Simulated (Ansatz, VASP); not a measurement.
AgCl in VASP and in Ansatz

```
Ag Cl
1.0
    -3.78617    0.00000    0.00000
     0.00000    0.00000    3.89371
     0.00000   11.62244    0.00000
Ag Cl
4 4
Direct
  0.00000 0.75000 0.61170
  0.50000 0.75000 0.11170
  0.00000 0.25000 0.39961
  0.50000 0.25000 0.89961
  0.00000 0.25000 0.11631
  0.50000 0.25000 0.61631
  0.00000 0.75000 0.84927
  0.50000 0.75000 0.34927
```

Change from the starting cell: mode 1 (-31.0 1/cm) frozen in, largest displacement -0.200 Å.

Alike in both runs: task single point; functional PBE; k mesh 10 × 10 × 4; occupations gaussian, width 0.05 eV; no spin polarisation.

|  | VASP | Ansatz |
| --- | --- | --- |
| version | VASP 6.6.1 | Ansatz 0.2.0 |
| potentials or method | VASP PAW PBE potentials, release 64 (Ag, Cl) | scalar-relativistic, plane waves, PAW |
| plane-wave cutoff (eV) | 520 | 420 |
| valence electrons in the cell | 72 | 104 |

```tsv
	VASP	Ansatz	Ansatz less VASP
gap on the k mesh at the Fermi level (eV)	0.33	0.33	0.000
least direct gap on the mesh (eV)	1.88	1.88	-0.002
pressure (GPa)	0.0	0.2	+0.14
largest component of the traceless stress (GPa)	0.39	0.35	-0.038
rms of the force components (eV/Å)	0.033	0.032	-0.0011
```

Atom by atom the forces differ by 0.001 eV/Å (rms over components). The functional is the same, so the differences come from potentials, cutoffs and numerics. The two sets of potentials don't hold the same shells in valence.
